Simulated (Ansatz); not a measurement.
Runs of Ansatz 0.2.0 on C. Symmetry: Fd-3m, No. 227, cubic system. Conventional cell: a = 3.567 Å, b = 3.567 Å, c = 3.567 Å, α = 90.00°, β = 90.00°, γ = 90.00°. C (site symmetry -43m) has 4 C at 1.54 Å as nearest neighbours. This isn't the form of C at room conditions, which is graphite.

```tsv
task	level	potentials or basis	cell	k mesh	cutoff (eV)	smearing	points for each segment of the path	mesh quality	gap on the mesh (eV)	pressure (GPa)	relaxed volume (Å³/atom)
single point	PBE	Ansatz PAW	as given	6 × 6 × 6	420	fermi-dirac 0.05 eV	-	coarse	4.16	(b)	-
relaxation of cell and atoms	revPBE	Ansatz PAW	relaxed	13 × 13 × 13	420	fermi-dirac 0.05 eV	-	not flagged	4.11	0.0	5.76
relaxation of cell and atoms	r2SCAN+D4	Ansatz PAW	relaxed	13 × 13 × 13	500	fermi-dirac 0.05 eV	-	not flagged	4.39	0.0	(d)
Born charges and dielectric tensor	PBEsol	Ansatz PAW	as given	13 × 13 × 13	420	fixed	-	not flagged	(c)	-	-
relaxation of cell and atoms	BLYP+D3(BJ)	Ansatz PAW	relaxed	13 × 13 × 13	420	fermi-dirac 0.05 eV	-	not flagged	4.46	0.0	(a)
band structure	PBE	SSSP efficiency PAW	as given	13 × 13 × 13	612	fermi-dirac 0.05 eV	14	not flagged	4.16	2.3	-
relaxation of cell and atoms	PBE	Ansatz PAW	relaxed	13 × 13 × 13	420	fermi-dirac 0.05 eV	-	not flagged	4.14	0.0	5.69
```

Alike in all rows: no spin polarisation.

Question: Estimate the missing entries.

Answer: (a) 5.68; (b) 1.8; (c) 4.02; (d) 5.61.

Caveats: some runs use coarse meshes; odd divisions of the mesh miss points on the zone boundary, where band edges often lie, so the gap on the mesh can be too wide (some runs); the plane-wave basis is chosen anew once the cell has moved, so the energies of steps on either side of that aren't comparable (some runs); the PAW data sets come from PBE, with cores solved anew for the run's functional, which leaves a small shift of forces and pressure (some runs).

A k mesh can miss the band edges.
